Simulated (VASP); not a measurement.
Level of theory: RPBE GGA, VASP's PBE PAW potentials (set 64) (plane waves; VASP).

The input files of a VASP run:

**INCAR**
```
! general
SYSTEM   =  CsI
PREC     =  Accurate
ENCUT    =  520
LREAL    =  F
LASPH    =  T

! electronic loop
EDIFF    =  1E-7
NELM     =  100
ALGO     =  Normal
LMAXMIX  =  4

! smearing
ISMEAR   =  0
SIGMA    =  0.05

! functional
GGA      =  RP

! ions
ISIF     =  2

! output
LWAVE    =  F
LCHARG   =  F
```

KPOINTS:
```
Automatic mesh
0
Gamma
6 6 6
0 0 0
```

**POSCAR**
```
CsI
1
    4.9619126757     0.0000000000     0.0000000000
    0.0000000000     4.9619126757     0.0000000000
    0.0000000000     0.0000000000     4.9619126757
Cs I
1 1
Direct
  0.0000000000   0.0000000000   0.0000000000
  0.5000000000   0.5000000000   0.5000000000
```

POTCAR, in this order: Cs_sv I (PBE.64 set). Program: vasp_std.

The run wrote:

OUTCAR:
```
 ion  position               nearest neighbor table
   1  0.000  0.000  0.000-
   2  0.500  0.500  0.500-
  LATTYP: Found a simple cubic cell.
 ALAT       =     4.9619126757
 Subroutine PRICEL returns:
 Original cell was already a primitive cell.
 Subroutine GETGRP returns: Found 48 space group operations
The static configuration has the point symmetry O_h .
The dynamic configuration has the point symmetry O_h .
 Subroutine INISYM returns: Found 48 space group operations
 Subroutine IBZKPT returns following result:
 Found     20 irreducible k-points:

 Following reciprocal coordinates:
            Coordinates               Weight
  0.000000  0.000000  0.000000      1.000000
  0.166667  0.000000  0.000000      6.000000
  0.333333  0.000000  0.000000      6.000000
  0.500000  0.000000  0.000000      3.000000
  0.166667  0.166667  0.000000     12.000000
  0.333333  0.166667  0.000000     24.000000
  0.500000  0.166667  0.000000     12.000000
  0.333333  0.333333  0.000000     12.000000
  0.500000  0.333333  0.000000     12.000000
  0.500000  0.500000  0.000000      3.000000
  0.166667  0.166667  0.166667      8.000000
  0.333333  0.166667  0.166667     24.000000
  0.500000  0.166667  0.166667     12.000000
  0.333333  0.333333  0.166667     24.000000
  0.500000  0.333333  0.166667     24.000000
  0.500000  0.500000  0.166667      6.000000
  0.333333  0.333333  0.333333      8.000000
  0.500000  0.333333  0.333333     12.000000
  0.500000  0.500000  0.333333      6.000000
  0.500000  0.500000  0.500000      1.000000
   k-points           NKPTS =     20   k-points in BZ     NKDIM =     20   number of bands    NBANDS=     12
   number of dos      NEDOS =    301   number of ions     NIONS =      2
   total plane-waves  NPLWV =  64000
   dimension x,y,z NGX =    40 NGY =   40 NGZ =   40
   dimension x,y,z NGXF=    80 NGYF=   80 NGZF=   80
   ions per type =               1   1
   PREC   = accura    normal or accurate (medium, high low for compatibility)
   ISTART =      0    job   : 0-new  1-cont  2-samecut
   ICHARG =      2    charge: 1-file 2-atom 10-const
   ISPIN  =      1    spin polarized calculation?
   LNONCOLLINEAR =      F non collinear calculations
   LSORBIT =      F    spin-orbit coupling
   INIWAV =      1    electr: 0-lowe 1-rand  2-diag
   ENCUT  =  520.0 eV  38.22 Ry    6.18 a.u.   9.23  9.23  9.23*2*pi/ulx,y,z
   NELM   =    100;   NELMIN=  2; NELMDL= -5     # of ELM steps
   EDIFF  = 0.1E-06   stopping-criterion for ELM
   LREAL  =      F    real-space projection
   NLSPLINE    = F    spline interpolate recip. space projectors
   LMAXMIX     =    4 max onsite mixed and CHGCAR
   VOSKOWN=      0    Vosko Wilk Nusair interpolation
   EDIFFG = 0.1E-05   stopping-criterion for IOM
   NSW    =      0    number of steps for IOM
   NBLOCK =      1;   KBLOCK =      1    inner block; outer block
   IBRION =     -1    ionic relax: 0-MD 1-quasi-New 2-CG
   NFREE  =      0    steps in history (QN), initial steepest desc. (CG)
   ISIF   =      2    stress and relaxation
   ISYM   =      2    0-nonsym 1-usesym 2-fastsym
   TEIN   =    0.0    initial temperature
   TEBEG  =    0.0;   TEEND  =   0.0 temperature during run
   SMASS  =  -3.00    Nose mass-parameter (am)
   PSTRESS=    0.0 pullay stress
   NELECT =      16.0000    total number of electrons
   EFERMI =   0.00;   METHOD = LEGACY
   ISMEAR =     0;   SIGMA  =   0.05  broadening in eV -4-tet -1-fermi 0-gaus
   IALGO  =     38    algorithm
   LDIAG  =      T    sub-space diagonalisation (order eigenvalues)
   IMIX   =      4    mixing-type and parameters
     AMIX     =   0.40;   BMIX     =  1.00
     AMIX_MAG =   1.60;   BMIX_MAG =  1.00
...
```

File OSZICAR:
```
       N       E                     dE             d eps       ncg     rms          rms(c)
DAV:   1     0.968164407217E+02    0.96816E+02   -0.57402E+03   480   0.104E+03
DAV:   2     0.300576289246E+01   -0.93811E+02   -0.88531E+02   740   0.163E+02
DAV:   3    -0.514969560083E+01   -0.81555E+01   -0.81398E+01   596   0.548E+01
DAV:   4    -0.527594434651E+01   -0.12625E+00   -0.12623E+00   576   0.855E+00
DAV:   5    -0.527759101589E+01   -0.16467E-02   -0.16466E-02   612   0.105E+00    0.182E+00
DAV:   6    -0.509783330506E+01    0.17976E+00   -0.23847E-01   564   0.210E+00    0.141E+00
DAV:   7    -0.506212058168E+01    0.35713E-01   -0.23927E-01   580   0.227E+00    0.804E-01
DAV:   8    -0.507372796751E+01   -0.11607E-01   -0.26434E-02   544   0.115E+00    0.133E-01
DAV:   9    -0.507490805578E+01   -0.11801E-02   -0.33915E-03   572   0.367E-01    0.842E-02
DAV:  10    -0.507521330298E+01   -0.30525E-03   -0.68592E-04   548   0.225E-01    0.306E-02
DAV:  11    -0.507521587688E+01   -0.25739E-05   -0.25267E-05   592   0.324E-02    0.154E-02
DAV:  12    -0.507522377685E+01   -0.79000E-05   -0.18594E-05   540   0.409E-02    0.153E-03
DAV:  13    -0.507522397529E+01   -0.19844E-06   -0.12287E-07   472   0.280E-03    0.157E-03
DAV:  14    -0.507522436109E+01   -0.38580E-06   -0.31374E-07   544   0.572E-03    0.369E-04
DAV:  15    -0.507522432547E+01    0.35624E-07   -0.75614E-09   396   0.601E-04
   1 F= -.50752243E+01 E0= -.50752243E+01  d E =-.984816E-19
```

### OUTCAR
```
------------------------ aborting loop because EDIFF is reached ----------------------------------------
  FORCE on cell =-STRESS in cart. coord.  units (eV):
  Direction    XX          YY          ZZ          XY          YZ          ZX
  --------------------------------------------------------------------------------------
  Total       -0.2473341     -0.2473341     -0.2473341     -0.0000000     -0.0000000      0.0000000
  in kB       -3.2437492     -3.2437492     -3.2437492     -0.0000000     -0.0000000      0.0000000
  external PRESSURE =      -3.2437492 kB  Pullay stress =       0.0000000 kB
  volume of cell :      122.17
      direct lattice vectors                 reciprocal lattice vectors
     4.961912676  0.000000000  0.000000000     0.201535187  0.000000000  0.000000000
     0.000000000  4.961912676  0.000000000     0.000000000  0.201535187  0.000000000
     0.000000000  0.000000000  4.961912676     0.000000000  0.000000000  0.201535187
 POSITION                                       TOTAL-FORCE (eV/Angst)
 -----------------------------------------------------------------------------------
      0.00000      0.00000      0.00000         0.000000      0.000000      0.000000
      2.48096      2.48096      2.48096         0.000000      0.000000      0.000000
 -----------------------------------------------------------------------------------
    total drift:                                0.000000      0.000000     -0.000000
  FREE ENERGIE OF THE ION-ELECTRON SYSTEM (eV)
  ---------------------------------------------------
  free  energy   TOTEN  =        -5.0752243255 eV

  energy  without entropy=       -5.0752243255  energy(sigma->0) =       -5.07522433
```
(Selected blocks of OUTCAR.)

The compound is CsI in the CsCl type structure. This cell is one point of a volume scan, at 1.06 of the reference volume.
